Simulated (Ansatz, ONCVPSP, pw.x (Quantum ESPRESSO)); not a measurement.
**What a changed setting does to a pw.x run (fcc Mo)**

Potential: optimised norm-conserving Vanderbilt (ONCV), ONCVPSP 4.0.1.1 (patched build), PBEsol; core [Ar] 3d10, reference 4s2 4p6 4d5 5s1; waves: 4s+5s: rc 1.65 bohr, ncon 4, nbas 9, qcut 13.1 1/bohr, 3 projectors, debl 0.5 Ha; 4p: rc 2.00 bohr, ncon 3, nbas 6, qcut 5.6 1/bohr, 2 projectors, debl 1.5 Ha; 4d: rc 1.90 bohr, ncon 5, nbas 9, qcut 9.2 1/bohr, 2 projectors, debl 1.4 Ha; local part: polynomial inside 1.50 bohr (lpopt 5, dvloc0 0 Ha); core correction: Teter function, fcfact 4.25, rcfact 1.2.

The reference run (k-mesh 14³, cutoffs 140/560 Ry, Fermi–Dirac 0.01 Ry, mixing_beta 0.4, conv_thr 1e-9, no spin) gives 0.36 GPa at 15.547 Å³/atom, where all-electron LAPW gives 0.18 GPa. This run, with its own iteration cap, changes nbnd to 5, a wrong or extreme entry chosen on purpose.

```
&control
  calculation='scf', prefix='x', pseudo_dir='./', outdir='./tmp', tstress=.true., disk_io='none'
/
&system
  ibrav=0, nat=1, ntyp=1, ecutwfc=140, ecutrho=560, nbnd=5,
  occupations='smearing', smearing='fd', degauss=0.01
/
&electrons
  conv_thr=1e-09, mixing_beta=0.4, electron_maxstep=70
/
ATOMIC_SPECIES
Mo 1.0 Mo.UPF
CELL_PARAMETERS angstrom
  0.00000000 1.98094401 1.98094401
  1.98094401 0.00000000 1.98094401
  1.98094401 1.98094401 0.00000000
ATOMIC_POSITIONS crystal
Mo 0.0000 0.0000 0.0000
K_POINTS automatic
14 14 14 0 0 0
```

```bash
pw.x < Mo.scf.in > Mo.scf.out
```

Task: How does the run end?

Result: It stops with "setup: too few bands". There must be at least as many bands as half the electrons, and more with smearing.

```
Error in routine setup (1):
     too few bands
```
